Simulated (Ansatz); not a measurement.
Runs of Ansatz 0.2.0 on TePb. It takes space group Pm-3m (No. 221, cubic). Conventional cell: a = 4.002 Å, b = 4.002 Å, c = 4.002 Å, α = 90.00°, β = 90.00°, γ = 90.00°. Pb (site symmetry m-3m) is surrounded by 8 Te at 3.47 Å. Te (site symmetry m-3m) has 8 Pb at 3.47 Å as nearest neighbours. Measurements of this composition are mostly on another form, of space group No. 225.

```csv
task,level,k mesh,cutoff (eV),smearing,basis error allowed,mesh quality,gap on the mesh (eV),pressure (GPa)
band structure,PBE,7 × 7 × 7,147,fermi-dirac 0.05 eV,0.001 eV/atom,not flagged,-,0.0
phonons,PBEsol,5 × 5 × 5,160,fermi-dirac 0.05 eV,0.001 eV/atom,coarse,none,-
single point,PBE,3 × 3 × 3,122,fermi-dirac 0.04 eV,0.004 eV/atom,coarse,0.78,(a)
single point,PBE,7 × 7 × 7,147,gaussian 0.013 eV,0.001 eV/atom,not flagged,none,0.1
```

Alike in all rows: potentials or basis all-electron LAPW, scalar-relativistic; no spin polarisation; cell as given.

Estimate the missing entries.

(a) 0.6.

Caveats: some runs use coarse meshes; spin-orbit coupling is left out, which moves the levels of the heavy elements (some runs); some modes are imaginary (some runs); the k mesh is thin for a metal, which can move the energy by tens of meV per atom (some runs); spin-orbit coupling is left out, which as a rule narrows the gap of such compounds by several tenths of an eV (some runs); an odd mesh through Γ misses points on the zone boundary, where band edges often lie (some runs).

A k mesh can miss the band edges, and the runs leave out spin-orbit coupling on Pb, Te.

A gap of «none» marks a metal or a gap under the smearing width.
